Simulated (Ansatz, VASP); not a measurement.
**Ga in VASP and in Ansatz**

POSCAR

```
Ga
1.0
    3.0535375081      0.0000000000      0.0000000000
   -1.5267687541      2.6444410534      0.0000000000
    0.0000000000      0.0000000000      4.8203318325
Ga
2
Direct
    0.3333333333      0.6666666667      0.2500000000
    0.6666666667      0.3333333333      0.7500000000
```

Contents of INCAR.step1:

```
PREC = Accurate ; ENCUT = 520
ISMEAR = -1 ; SIGMA = 0.1
LREAL = F ; LASPH = T
NELM = 60 ; NBANDS = 20
GGA = PE ; ALGO = Normal
EDIFF = 1E-4 ; LWAVE = T
LCHARG = F
```

Contents of INCAR.step2:

```
PREC = Accurate ; ENCUT = 520
EDIFF = 1E-6 ; ISMEAR = -1
SIGMA = 0.1 ; LREAL = F
LASPH = T ; NELM = 60
ALGO = Normal ; ISIF = 2
LWAVE = F ; LCHARG = F
METAGGA = R2SCAN ; LMIXTAU = T
NBANDS = 20 ; ISTART = 1
```

The input KPOINTS:

```
Automatic mesh
0
Gamma
  14 14 8
```

Input for Ansatz:

```yaml
crystal:
  lattice:
    - [3.0535375081, 0.0, 0.0]
    - [-1.5267687541, 2.6444410534, 0.0]
    - [0.0, 0.0, 4.8203318325]
  atoms:
    - { symbol: Ga, position: [0.3333333333, 0.6666666667, 0.25] }
    - { symbol: Ga, position: [0.6666666667, 0.3333333333, 0.75] }
hamiltonian:
  xc: r2scan
  pseudopotentials:
    kind: paw
    azcp:
      Ga: "pseudopotentials/Ga.paw.azcp"
basis:
  ecutwfc: 500
  fft_grid_basis: typed
kpoints:
  mp_grid: { grid: [14, 14, 8], shift: [0, 0, 0] }
magnetization:
  spin_polarized: false
scf:
  occupations: { method: fermi_dirac, width: 0.1 }
  lower_state_search: "off"
output:
  stress: true
```

Alike in both runs: task single point; functional r2SCAN; k mesh 14 × 14 × 8; occupations fermi-dirac, width 0.1 eV; no spin polarisation.

|  | VASP | Ansatz |
| --- | --- | --- |
| version | VASP 6.6.1 | Ansatz 0.2.0 |
| potentials or method | VASP PAW PBE potentials, release 64 (Ga_d) | plane waves (500 eV) with PAW, scalar-relativistic |
| plane-wave cutoff (eV) | 520 | 500 |
| valence electrons in the cell | 26 | 26 |

|  | VASP | Ansatz | Ansatz less VASP |
| --- | --- | --- | --- |
| pressure (GPa) | -3.5 | -3.5 | +0.05 |

The functional is the same, so the differences come from potentials, cutoffs and numerics.

Caveats: the PAW data sets were made with another functional, which shifts forces and pressure a little (VASP).
